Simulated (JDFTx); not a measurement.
Runs of JDFTx 1.7.0 (patched build) on I. Symmetry: Fmmm, No. 69, orthorhombic system. The conventional cell has a = 4.384 Å, b = 4.731 Å, c = 7.820 Å, α = 90.00°, β = 90.00°, γ = 90.00°. I (site symmetry mmm) has 4 I at 3.23 Å as nearest neighbours. 

```tsv
task	level	potentials or basis	cell	further solve for the empty bands	gap on the mesh (eV)	pressure (GPa)	relaxed volume (Å³/atom)
relaxation of cell and atoms	PBEsol	PseudoDojo-SR-PBEsol-0.4.1-standard	relaxed	no	none	0.0	37.54
single point	PBE	PseudoDojo-SR-PBE-0.5-standard	cell strained at random at fixed volume	yes	none	0.4	-
relaxation of cell and atoms	LDA	PseudoDojo-SR-LDA-0.4.1-standard	relaxed	no	none	0.0	(a)
single point	PBE	PseudoDojo-SR-PBE-0.5-standard	as given	yes	none	0.4	-
```

Alike in all rows: no spin polarisation; k mesh 9 × 9 × 9; cutoff (eV) 952; smearing fermi-dirac 0.05 eV.

Problem. Fill in the values left out.

Solution. (a) 35.31.

Caveats: an odd number of electrons without spin polarisation forces a metal; a magnetic or distorted state may lie lower; the plane waves are those of the starting cell, so after so large a change of volume the result is rough (some runs); the empty levels aren't tightly converged (some runs).

A k mesh can miss the band edges, and the runs leave out spin-orbit coupling on I.

A gap of «none» marks a metal or a gap under the smearing width.
